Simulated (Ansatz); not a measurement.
**CaSe: relaxation of the atoms with PBE**

**The experiment to reproduce.**

From a printed reference work, monograph, original work of 1988, for a bulk crystal of CaSe at 2 K: band gap 3.85 eV (indirect).

Crystal: CaSe.

```
Se Ca
1.0
     0.00000    2.95600    2.95600
     2.95600    0.00000    2.95600
     2.95600    2.95600    0.00000
Se Ca
1 1
Direct
  0.50000 0.50000 0.50000
  0.00000 0.00000 0.00000
```

```json
{
 "Program": "Ansatz 0.2.0",
 "Task": "relaxation of the atoms",
 "Functional": "PBE",
 "Potentials or basis": "Ansatz PAW",
 "Cutoff": "420 eV (not typed: the program's choice for these potentials)",
 "k mesh": "8 × 8 × 8",
 "Occupations": "fermi-dirac, width 0.05 eV",
 "Spin": "no spin polarisation"
}
```

```yaml
Pressure_after_relaxing: 1.2 GPa
Band_gap_on_the_k_mesh: 2.03 eV, indirect (least direct gap 2.96 eV)
```

Final structure:
```yaml
crystal:
  lattice:
    - [0.00000, 2.95600, 2.95600]
    - [2.95600, 0.00000, 2.95600]
    - [2.95600, 2.95600, 0.00000]
  atoms:
    - { symbol: Se, position: [0.50000, 0.50000, 0.50000] }
    - { symbol: Ca, position: [0.00000, 0.00000, 0.00000] }
```

Levels at points of the mesh, in eV from the valence-band top:
```
             k point  band 11  band 12  band 13  band 14  band 15  band 16
  (0.00, 0.00, 0.00)     0.00     0.00     0.00     3.36     3.71     3.71
 (0.00, 0.00, -0.50)    -3.28    -1.20    -1.20     4.52     5.48     5.51
(0.00, -0.50, -0.50)    -2.52    -0.93    -0.93     2.03     5.05     5.07
```

Run time: 1 s on 2 threads of Arm Neoverse V1, on a shared host, peak memory 0.32 GiB.

Against the measured gap of CaSe, 3.85 eV (indirect; 2 K; a printed reference work, monograph, original work of 1988), the calculated 2.03 eV is off by -1.82 eV. Spin-orbit coupling on Se is left out. The value is that of PBE on a finite k mesh, which can miss the band edges, without temperature or zero-point motion. Semilocal functionals fall short of measured gaps as a rule.

Caveat: the relaxation stopped at its first step, so nothing moved; the thresholds are loose for stress.
